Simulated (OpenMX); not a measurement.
Crystal: WC (Qusongite).

```
W C
1.0
     2.90650    0.00000    0.00000
    -1.45325    2.51710    0.00000
     0.00000    0.00000    2.83660
W C
1 1
Cartesian
  0.0000 0.0000 0.0000
  1.4533 0.8390 1.4183
```

| Item | Value |
| --- | --- |
| Program | OpenMX 3.8.5 |
| Task | single point |
| Functional | PBE |
| Potentials or basis | OpenMX 2013 PBE set, W7.0-s3p2d2f1, C6.0-s2p2d1, grid cutoff 350 Ry |
| k mesh | 11 × 11 × 9 |
| Occupations | fermi-dirac, width 0.05 eV |
| Spin | no spin polarisation |

On this cell: pressure 6.0 GPa; largest force 0.040 eV/Å; band gap on the k mesh none (metal or under the smearing width).

The same run follows on a disturbed copy (atoms moved at random, drawn with an rms of 0.05 Å):

```
CELL_PARAMETERS angstrom
2.90650 0.00000 0.00000
-1.45325 2.51710 0.00000
0.00000 0.00000 2.83660
ATOMIC_POSITIONS crystal
W 0.00594 0.00668 0.01947
C 0.68209 0.32485 0.51994
```

Question: What does the disturbed cell give?

Answer: The energy (extrapolated to zero smearing) moves by +15.1 meV/atom; pressure 6.7 GPa; largest force 1.004 eV/Å; band gap on the k mesh none (metal or under the smearing width).

Forces on the atoms (eV/Å):
```
W    0.808 -0.594  0.021
C   -0.812  0.591 -0.016
```

Caveats: the basis of atomic orbitals isn't converged, which shifts pressures, moduli and gaps.
